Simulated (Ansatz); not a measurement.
BaTiO3 under changes of volume

One of the cells (12.856 Å³/atom); the others are scaled copies at fixed shape and fractional positions:

```
Ba Ti O
1.0
     3.99980    0.00000    0.00000
     0.00000    3.99980    0.00000
     0.00000    0.00000    4.01800
Ba Ti O
1 1 3
Direct
  0.00000 0.00000 0.00000
  0.50000 0.50000 0.49000
  0.00000 0.50000 0.51700
  0.50000 0.00000 0.51700
  0.50000 0.50000 0.01900
```

- Program: Ansatz 0.2.0
- Functional: PBE
- Potentials or basis: Ansatz PAW earlier set
- Cutoff: 930 eV (not typed: the program's choice for these potentials)
- k mesh: 7 × 7 × 7
- Occupations: fermi-dirac, width 0.05 eV
- Spin: no spin polarisation

| volume (Å³/atom) | energy over the lowest point (meV/atom) | pressure (GPa) | gap on the mesh (eV) | largest force (eV/Å) |
| --- | --- | --- | --- | --- |
| 12.085 | ? | ? | ? | ? |
| 12.342 | 20.92 | 10.1 | 2.02 | 0.088 |
| 12.599 | 8.00 | 6.1 | 1.97 | 0.185 |
| 12.856 | 1.24 | 2.4 | 1.92 | 0.311 |
| 13.113 | 0.00 | -0.8 | 1.88 | 0.429 |
| 13.371 | 3.72 | -3.8 | 1.83 | 0.539 |
| 13.628 | 11.89 | -6.4 | 1.79 | 0.642 |

Q: What does the run at 12.085 Å³/atom give?

A: Energy over the lowest point 40.71 meV/atom; pressure 14.6 GPa; gap on the mesh 2.07 eV; largest force 0.154 eV/Å.

Worked out: A Birch-Murnaghan fit of order 3 (a polynomial in V^(-2/3)) to the other rows has its minimum at 13.05 Å³/atom with B0 = V·E''(V) = 161 GPa and B' = 4.5 at fixed shape and positions, which overstates the stiffness. It gives 40.70 meV/atom at 12.085 Å³/atom, against the run's 40.71, and -dE/dV = 14.6 GPa, against 14.6. A straight line through the other rows of the gap, of slope -2.32 eV per unit of ln V, extrapolates to 2.07 eV, against the run's 2.07.

Energies are extrapolated to zero smearing.

Caveats: odd divisions of the mesh miss points on the zone boundary, where band edges often lie, so the gap on the mesh can be too wide; spin-orbit coupling is left out, which moves the levels of the heavy elements.

A mesh can miss the band edges.
